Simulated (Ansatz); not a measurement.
# ZnS: the gap against volume

ZnS, P6_3mc, a = 3.807 Å, c = 6.246 Å. The compound has several low-lying forms, and this is one of them. Ansatz: r2SCAN, PAW, 500 eV, Γ-centred 6×6×4 mesh on 4 atoms, Gaussian smearing 0.02 eV; no spin polarisation. Shape and atoms are relaxed at each volume; x = ln(V/V0) with V0 = 19.596 Å³/atom. The gap is read at the mesh points alone.

| x | gap y (eV) |
| --- | --- |
| -0.1278 | 3.384 |
| -0.0943 | 3.217 |
| -0.0619 | 3.065 |
| -0.0305 | 2.922 |
| 0.0000 | 2.776 |
| 0.0296 | ? |
| 0.0583 | 2.508 |
| 0.0953 | 2.341 |

**Question.** Fit a straight line to the other rows, give the volume deformation potential of the gap and its pressure coefficient, and predict the missing gap. B0 = 78.2 GPa.

**Answer.** Means x = -0.02299, y = 2.8876; Σ(Δx)² = 0.03877, ΣΔxΔy = -0.1808; the slope is their ratio. y = 2.7804 − 4.6624 x. The slope is the deformation potential a = dE_g/d ln V = -4.66 eV, and dE_g/dP = −a/B0 = 59.6 meV/GPa. At x = 0.0296 the fit asked for gives 2.642 eV. The run gave 2.636 eV, so the fit is 0.006 eV too high, within twice the rms miss on the fitted rows (0.004 eV).

Semilocal functionals give gaps under the measured ones; changes of the gap mostly carry over better.